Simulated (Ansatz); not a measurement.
**SiO2: do the settings matter for the field gradients?**

Cell: a Materials Project structure (computed, not necessarily an observed phase), atoms as given.

Space group Im-3m (No. 229); a = 9.8830 Å.

| site | Wyckoff | site symmetry | x | y | z |
| --- | --- | --- | --- | --- | --- |
| Si | 16f | .3m | 0.1569 | 0.1569 | 0.1569 |
| O9 | 8c | .-3m | 0.2500 | 0.2500 | 0.2500 |
| O13 | 24h | m.m2 | 0.1889 | 0.1889 | 0.0000 |

One atom of each set is listed; the run and its k-mesh use a cell of 24 atoms with edges of 8.56, 8.56, 8.56 Å.

Reference run. Computed with Ansatz: DFT, PBE, plane waves and PAW (field gradients read without the response of the frozen cores, which leaves them typically 4 to 6 % off), scalar-relativistic, 420 eV cutoff, Γ-centred 3×3×3 k-points, Fermi–Dirac smearing 0.02 eV.

**Question.** The input is changed as follows: `hamiltonian.pseudopotentials`: {kind: paw, frozen_core: stored} → {kind: paw, source: ansatz}; `scf.algorithm`: not typed → direct_min; `scf.occupations.method`: fermi_dirac → cold; `scf.occupations.width`: 0.02 → 0.2. What happens to V_zz (10²¹ V/m²) and η?

**Answer.** 

```json
{"site": "Si", "V_zz reference": "-0.61", "η reference": "0.00", "V_zz changed": "-0.69", "η changed": "0.00"}
{"site": "O9", "V_zz reference": "10.76", "η reference": "0.00", "V_zz changed": "10.35", "η changed": "0.00"}
{"site": "O13", "V_zz reference": "9.69", "η reference": "0.22", "V_zz changed": "9.33", "η changed": "0.22"}
```

The largest change of V_zz is on O9, from 10.76 to 10.35. In per cent, |V_zz| changes by +13 on Si, -4 on O (all sites that start above 0.5). The cutoff that the program takes moves with it, from 420 to 930 eV. The changed run reads another set of PAW files. SCF iterations: 7 and 9.

On the reference run: The largest force is 0.3 eV/Å, so the atoms aren't at the calculated equilibrium and relaxing them would move these values.
